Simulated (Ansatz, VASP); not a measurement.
# TiO2: VASP beside Ansatz

INCAR

```
SYSTEM = TiO2
PREC     = Accurate       ! precision mode
ENCUT    = 520            ! plane-wave cutoff, eV
EDIFF    = 1E-6           ! SCF threshold, eV
ISMEAR   = 0              ! smearing method
SIGMA    = 0.03           ! smearing width, eV
LREAL    = .False.        ! projectors in reciprocal space
LASPH    = .True.         ! aspherical terms in the spheres
NELM     = 60             ! most SCF steps
ALGO     = Normal         ! electronic algorithm
ISIF     = 2              ! what is computed and relaxed
LWAVE    = .False.        ! write WAVECAR
LCHARG   = .True.         ! write CHGCAR
GGA      = PE             ! functional
LELF     = .True.         ! ELF
LVHAR    = .True.       
NBANDS   = 33             ! bands
```

Contents of KPOINTS:

```
regular mesh
0
Gamma
  6 6 6
  0 0 0
```

The input POSCAR:

```
TiO2
1.0
    4.5940000000      0.0000000000      0.0000000000
    0.0000000000      4.5940000000      0.0000000000
    0.0000000000      0.0000000000      2.9590000000
Ti O
2 4
Direct
    0.0000000000      0.0000000000      0.0000000000
    0.5000000000      0.5000000000      0.5000000000
    0.3048000000      0.3048000000      0.0000000000
    0.6952000000      0.6952000000      0.0000000000
    0.8048000000      0.1952000000      0.5000000000
    0.1952000000      0.8048000000      0.5000000000
```

Input for Ansatz:

```yaml
crystal:
  lattice:
    - [4.594, 0.0, 0.0]
    - [0.0, 4.594, 0.0]
    - [0.0, 0.0, 2.959]
  atoms:
    - { symbol: Ti, position: [0.0, 0.0, 0.0] }
    - { symbol: Ti, position: [0.5, 0.5, 0.5] }
    - { symbol: O, position: [0.3048, 0.3048, 0.0] }
    - { symbol: O, position: [0.6952, 0.6952, 0.0] }
    - { symbol: O, position: [0.8048, 0.1952, 0.5] }
    - { symbol: O, position: [0.1952, 0.8048, 0.5] }
scf:
  occupations: { method: gaussian, width: 0.03 }
output:
  eigenstates: { nscf_kmesh: { grid: [8, 8, 8] } }
hamiltonian:
  xc: pbe
kpoints:
  mp_grid: { grid: [6, 6, 6] }
```

Alike in both runs: task single point; functional PBE; k mesh 6 × 6 × 6; occupations gaussian, width 0.03 eV; no spin polarisation.

|  | VASP | Ansatz |
| --- | --- | --- |
| version | VASP 6.6.1 | Ansatz 0.2.0 |
| potentials or method | VASP PAW PBE potentials, release 64 (Ti_sv, O) | scalar-relativistic, plane waves, PAW |
| plane-wave cutoff (eV) | 520 | 420 |
| valence electrons in the cell | 48 | 48 |

VASP gave:

| Property | Result |
| --- | --- |
| gap on the k mesh at the Fermi level (eV) | 1.86 |
| least direct gap on the mesh (eV) | 1.86 |

Task: Estimate Ansatz's values.

Result: gap on the k mesh at the Fermi level (eV): 1.89; least direct gap on the mesh (eV): 1.89.

With one functional, cell and mesh, what is left measures potentials, basis and numerics.

A k mesh can miss the band edges. A hybrid or GW would open this gap; PBE tends to underestimate it.
